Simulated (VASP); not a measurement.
Si, 2 atoms in the cell. The structure is cubic, space group Fd-3m (No. 227). The conventional cell has a = 5.431 Å, b = 5.431 Å, c = 5.431 Å, α = 90.00°, β = 90.00°, γ = 90.00°. Si (site symmetry -43m) has 4 Si at 2.35 Å as nearest neighbours. 

- Program: VASP 6.6.1
- Task: single point
- Functional: PBE
- Potentials or basis: VASP PAW PBE potentials, release 64 (Si)
- Cutoff: 520 eV
- k mesh: 18 × 18 × 18
- Occupations: fermi-dirac, width 0.02 eV
- Spin: non-collinear spin, zero start, spin-orbit coupling
- Starting moments: [[0.0, 0.0, 0.0], [0.0, 0.0, 0.0]] μB
- Further INCAR settings: ALGO = Fast; EDIFF = 1e-07; NBANDS = 20

Potentials or basis: VASP PAW PBE potentials, release 64 (Si).

Launch:

```bash
$ cat potpaw_PBE.64/Si/POTCAR > POTCAR
$ mpirun -np 1 vasp_ncl > vasp.out
```

Hardware: 1 thread of AMD EPYC 9R45 96-Core Processor (Zen 5), on a shared host.

Q: How long does it take, and how much memory?

A: It took 2.9 min on 1 thread of AMD EPYC 9R45 96-Core Processor (Zen 5), with other jobs on the host, peak memory 0.37 GiB. Counts: scf iterations 16, k points 195.
